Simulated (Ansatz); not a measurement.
Re under changes of volume

One of the cells (14.714 Å³/atom); the others are scaled copies at fixed shape and fractional positions:

```
Re
1.0
     2.76080    0.00000    0.00000
    -1.38040    2.39092    0.00000
     0.00000    0.00000    4.45820
Re
2
Direct
  0.66667 0.33333 0.75000
  0.33333 0.66667 0.25000
```

- Program: Ansatz 0.2.0
- Functional: LDA
- Potentials or basis: all-electron LAPW, scalar-relativistic
- Cutoff: 281 eV (chosen from the basis error)
- Basis error allowed: 0.001 eV/atom
- k mesh: 11 × 11 × 6
- Occupations: fermi-dirac, width 0.05 eV
- Spin: no spin polarisation

```csv
volume (Å³/atom),energy over the lowest point (meV/atom),pressure (GPa)
13.831,22.12,15.3
14.125,2.88,5.9
14.420,0.00,-2.5
14.714,11.79,-10.0
15.008,36.73,-16.8
15.303,?,?
15.597,120.65,-28.3
```

What does the run at 15.303 Å³/atom give?

Energy over the lowest point 73.44 meV/atom; pressure -22.9 GPa.

Worked out: A Birch-Murnaghan fit of order 3 (a polynomial in V^(-2/3)) to the other rows has its minimum at 14.33 Å³/atom with B0 = V·E''(V) = 402 GPa and B' = 4.4 at fixed shape and positions, which overstates the stiffness. It gives 73.49 meV/atom at 15.303 Å³/atom, against the run's 73.44, and -dE/dV = -22.9 GPa, against -22.9.

Energies are extrapolated to zero smearing.

The runs don't all hold the same shells in valence.
